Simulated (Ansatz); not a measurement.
**From barrier to diffusion: H in SiC**

Method: Ansatz, DFT PBE, scalar-relativistic, plane waves, PAW. Settings: 420 eV cutoff, 2×2×2 k-mesh, Gaussian smearing of 0.02 eV, collinear spin.

Host crystal, relaxed:

```
CELL_PARAMETERS angstrom
3.09194 0.00000 0.00000
-1.54597 2.67770 0.00000
0.00000 0.00000 5.07429
ATOMIC_POSITIONS crystal
Si 0.33333 0.66667 0.49958
Si 0.66667 0.33333 0.99958
C 0.33333 0.66667 0.87542
C 0.66667 0.33333 0.37542
```

In a supercell of 32 host sites, interstitial H hops to an equivalent place, moving 2.54 Å. Climbing-image nudged elastic band at fixed cell; the order of the saddle wasn't checked, and the small cell leaves errors of about a tenth of an eV. Zero-point motion and tunnelling, which matter for H, are left out.

| image | path (Å) | E − E(0) (eV) |
| --- | --- | --- |
| 0 | 0.00 | 0.000 |
| 1 | 0.47 | 0.081 |
| 2 | 0.94 | 0.359 |
| 3 | 1.41 | 0.679 |
| 4 | 1.78 | 0.449 |
| 5 | 2.16 | 0.151 |
| 6 | 2.53 | 0.000 |

Problem. What are the barriers forward and back, and what attempt frequency does the shape suggest?

Solution. Forward 0.68 eV, back 0.68 eV, the ends being level. For a sinusoidal profile E_b sin²(πx/l), with the H atom alone moving, ν = (1/l)√(E_b/2m) = 2.2×10¹³ s⁻¹, within an order of magnitude of the customary 10¹³ s⁻¹; a true prefactor needs the vibrations at the minimum and at the saddle.

Problem. With ν = 10¹³ s⁻¹, give the forward jump rate along this one path, the wait 1/k for that jump, the diffusivity D ≈ l²k and the distance √(Dt) covered in an hour at 300, 600 and 1000 K, taking the host as solid throughout.

Solution. k = ν exp(−E_b/k_BT):
```
T (K) k (1/s) wait (s) D (cm²/s)  √(Dt) in 1 h (nm)
  300       39      0.026  2.5×10⁻¹⁴                 95
  600  2.0×10⁷   5.1×10⁻⁸   1.3×10⁻⁸            6.8×10⁴
 1000  3.8×10⁹  2.6×10⁻¹⁰   2.4×10⁻⁶            9.4×10⁵
```

D = l²k holds for six equivalent jumps in three dimensions (z l²k/6) and is a scale otherwise. Long-range transport needs a connected net of such jumps, and traps slow it. D is that of an interstitial already there. An error of 0.1 eV in the barrier changes k by a factor of 48 at 300 K and 3.2 at 1000 K.

Cost: 1 run of about 27 core-minutes, on Intel Xeon Platinum 8259CL (Skylake/Cascade Lake) (shared hosts).